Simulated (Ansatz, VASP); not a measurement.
SiC in VASP and in Ansatz

Contents of INCAR:

```
SYSTEM = SiC
PREC     = Accurate       ! precision mode
ENCUT    = 520            ! plane-wave cutoff, eV
EDIFF    = 1E-6           ! SCF threshold, eV
ISMEAR   = 0              ! smearing method
SIGMA    = 0.05           ! smearing width, eV
LREAL    = .FALSE.        ! projectors in reciprocal space
LASPH    = .TRUE.         ! aspherical terms in the spheres
NELM     = 60             ! most SCF steps
ALGO     = Normal         ! electronic algorithm
ISIF     = 2              ! what is computed and relaxed
LWAVE    = .FALSE.        ! write WAVECAR
LCHARG   = .TRUE.         ! write CHGCAR
GGA      = PE             ! functional
LELF     = .TRUE.         ! ELF
LVHAR    = .TRUE.       
NBANDS   = 16             ! bands
```

The input KPOINTS:

```
Automatic mesh
0
G
  6 6 4
  0 0 0
```

Contents of POSCAR:

```
SiC
1.0
    3.0759982064      0.0000000000      0.0000000000
   -1.5379991032      2.6638925888      0.0000000000
    0.0000000000      0.0000000000      5.0480000000
Si C
2 2
Direct
    0.3695932723      0.6932107843     -0.0198098257
    0.6666666667      0.3333333333      0.5000000000
    0.3333333333      0.6666666667      0.3850000000
    0.6666666667      0.3333333333      0.8850000000
```

Input for Ansatz:

```yaml
crystal:
  lattice:
    - [3.0759982064, 0.0, 0.0]
    - [-1.5379991032, 2.6638925888, 0.0]
    - [0.0, 0.0, 5.048]
  atoms:
    - { symbol: Si, position: [0.3695932723, 0.6932107843, -0.0198098257] }
    - { symbol: Si, position: [0.6666666667, 0.3333333333, 0.5] }
    - { symbol: C, position: [0.3333333333, 0.6666666667, 0.385] }
    - { symbol: C, position: [0.6666666667, 0.3333333333, 0.885] }
basis:
  ecutwfc: 420
kpoints:
  mp_grid: { grid: [6, 6, 4] }
hamiltonian:
  xc: pbe
scf:
  occupations: { method: gaussian, width: 0.05 }
output:
  forces: true
  stress: true
  eigenvalues: true
```

Alike in both runs: task single point; functional PBE; k mesh 6 × 6 × 4; occupations gaussian, width 0.05 eV; no spin polarisation.

|  | VASP | Ansatz |
| --- | --- | --- |
| version | VASP 6.6.1 | Ansatz 0.2.0 |
| potentials or method | VASP PAW PBE potentials, release 64 (Si, C) | scalar-relativistic, plane waves, PAW |
| plane-wave cutoff (eV) | 520 | 420 |
| valence electrons in the cell | 16 | 16 |

Ansatz gave:

- gap on the k mesh at the Fermi level (eV): 2.12
- least direct gap on the mesh (eV): 4.02
- pressure (GPa): 5.4
- largest component of the traceless stress (GPa): 6.71
- rms of the force components (eV/Å): 1.337

Which values does VASP return?

gap on the k mesh at the Fermi level (eV): 2.12; least direct gap on the mesh (eV): 4.01; pressure (GPa): 5.4; largest component of the traceless stress (GPa): 6.69; rms of the force components (eV/Å): 1.336.

Atom by atom the forces differ by 0.002 eV/Å (rms over components).

Caveats: forces of over 1 eV/Å show positions far from the minimum, so gaps and moduli don't describe the material at rest. A k mesh can miss the band edges.
